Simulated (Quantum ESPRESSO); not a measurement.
Hg:

```
Hg
1.0
     1.73000   -2.99645    0.00000
     3.46000    0.00000    0.00000
     1.73000   -0.99882    4.46800
Hg
2
Cartesian
  3.3914 -0.0112 0.0110
  3.5286 -1.9864 2.2230
```

| Property | Result |
| --- | --- |
| Program | Quantum ESPRESSO 7.5 |
| Task | relaxation of the atoms |
| Functional | BLYP |
| Dispersion | D3(BJ) |
| Potentials or basis | PseudoDojo 0.5 SR PBE standard |
| Cutoff | 898 eV |
| Density cutoff | 3592 eV |
| k mesh | 5 × 5 × 3 |
| Occupations | cold, width 0.136 eV |
| Spin | no spin polarisation |

At the start: volume 23.16 Å³/atom.

Problem. Where does the relaxation end?

Solution. Over 10 steps the energy falls by 8.0 meV/atom; space group R-3m (No. 166, to 0.05 Å).

Step by step:
```
step  energy change (eV)  largest force (eV/Å)
   1              0.0000                0.2535
   2             -0.0025                0.2222
   3             -0.0048                0.1927
   4             -0.0078                0.1584
   5             -0.0112                0.1245
   6             -0.0141                0.1107
   7             -0.0150                0.1053
   8             -0.0155                0.0799
   9             -0.0160                0.0257
  10             -0.0160                0.0044
```

Final structure:
```cif
data_structure
_symmetry_space_group_name_H-M 'P 1'
_symmetry_Int_Tables_number 1
_cell_length_a 3.4600
_cell_length_b 3.4600
_cell_length_c 4.8942
_cell_angle_alpha 69.300
_cell_angle_beta 69.300
_cell_angle_gamma 60.000
_cell_volume 46.32
loop_
_atom_site_label
_atom_site_type_symbol
_atom_site_fract_x
_atom_site_fract_y
_atom_site_fract_z
_atom_site_occupancy
Hg1 Hg 0.00004 0.00032 0.99995 1
Hg2 Hg 0.49996 0.49968 0.50005 1
```

Caveat: the k mesh is coarse (spacing up to 0.47 Å⁻¹), so the values aren't converged; the potentials were made for another functional, which shifts forces and pressure; pairwise dispersion overbinds metals, which lowers pressure and volume.
